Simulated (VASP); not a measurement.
## Ba: single point with PBEsol

Ba:

```
Ba
1.0
     7.25777    0.00000    0.00000
    -3.62889    6.28542    0.00000
     0.00000    0.00000    4.31989
Ba
3
Direct
  0.00000 0.00000 0.00000
  0.33333 0.66667 0.50000
  0.66667 0.33333 0.50000
```

This isn't the form of Ba at room conditions, which is bcc.

```json
{
  "Program": "VASP 6.6.1",
  "Task": "single point",
  "Functional": "PBEsol",
  "Potentials or basis": "VASP PAW PBE potentials, release 64 (Ba_sv)",
  "Cutoff": "520 eV",
  "k mesh": "7 × 7 × 10",
  "Occupations": "fermi-dirac, width 0.1 eV",
  "Spin": "no spin polarisation"
}
```

```
Pressure               : -0.8 GPa
Band gap on the k mesh : none (metal or under the smearing width)
```

Levels at points of the mesh, in eV from the Fermi level:
| k point | band 13 | band 14 | band 15 | band 16 | band 17 | band 18 |
| --- | --- | --- | --- | --- | --- | --- |
| (0.00, 0.00, 0.00) | -2.76 | -0.32 | 0.44 | 0.44 | 0.49 | 0.49 |
| (0.00, 0.00, 0.50) | -0.73 | -0.33 | -0.33 | -0.19 | -0.06 | -0.06 |

Run time: 92 s on 1 thread of AMD EPYC 9R45 (Zen 5) (shared host), peak memory 0.35 GiB.

Caveat: the PAW data sets were made with another functional, which shifts forces and pressure a little. Spin-orbit coupling is left out, which matters for the levels of Ba.
